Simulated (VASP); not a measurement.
A run of VASP 6.6.1 is set up as follows.

INCAR

```
PREC = Accurate
ENCUT = 520
EDIFF = 1E-7
ISMEAR = -1
SIGMA = 0.05
LREAL = F
LASPH = T
NELM = 100
ALGO = Normal
ISIF = 2
LWAVE = F
LCHARG = F
METAGGA = SCAN
LMIXTAU = T
```

File KPOINTS:

```
regular mesh
0
Gamma
  14 14 14
```

The input POSCAR:

```
Be
1.0
    0.0000000000      1.5790500000      1.5790500000
    1.5790500000      0.0000000000      1.5790500000
    1.5790500000      1.5790500000      0.0000000000
Be
1
Direct
    0.0000000000      0.0000000000      0.0000000000
```

KPOINTS_OPT

```
path GXWKGLUWLK,UX
10
line-mode
reciprocal
 0.0000000000  0.0000000000  0.0000000000  G
 0.5000000000  0.0000000000  0.5000000000  X

 0.5000000000  0.0000000000  0.5000000000  X
 0.5000000000  0.2500000000  0.7500000000  W

 0.5000000000  0.2500000000  0.7500000000  W
 0.3750000000  0.3750000000  0.7500000000  K

 0.3750000000  0.3750000000  0.7500000000  K
 0.0000000000  0.0000000000  0.0000000000  G

 0.0000000000  0.0000000000  0.0000000000  G
 0.5000000000  0.5000000000  0.5000000000  L

 0.5000000000  0.5000000000  0.5000000000  L
 0.6250000000  0.2500000000  0.6250000000  U

 0.6250000000  0.2500000000  0.6250000000  U
 0.5000000000  0.2500000000  0.7500000000  W

 0.5000000000  0.2500000000  0.7500000000  W
 0.5000000000  0.5000000000  0.5000000000  L

 0.5000000000  0.5000000000  0.5000000000  L
 0.3750000000  0.3750000000  0.7500000000  K

 0.6250000000  0.2500000000  0.6250000000  U
 0.5000000000  0.0000000000  0.5000000000  X
```

Potentials or basis: VASP PAW PBE potentials, release 64 (Be).

Launch:

```bash
$ cat potpaw_PBE.64/Be/POTCAR > POTCAR
$ mpirun -np 1 vasp_std > vasp.out
```

(1) Predict the pressure.

(2) What does it give for the band gap along the path?

Results:

(1) 0.6 GPa.

(2) none (metal or under the smearing width).

Caveat: the PAW data sets were made with another functional, which shifts forces and pressure a little.
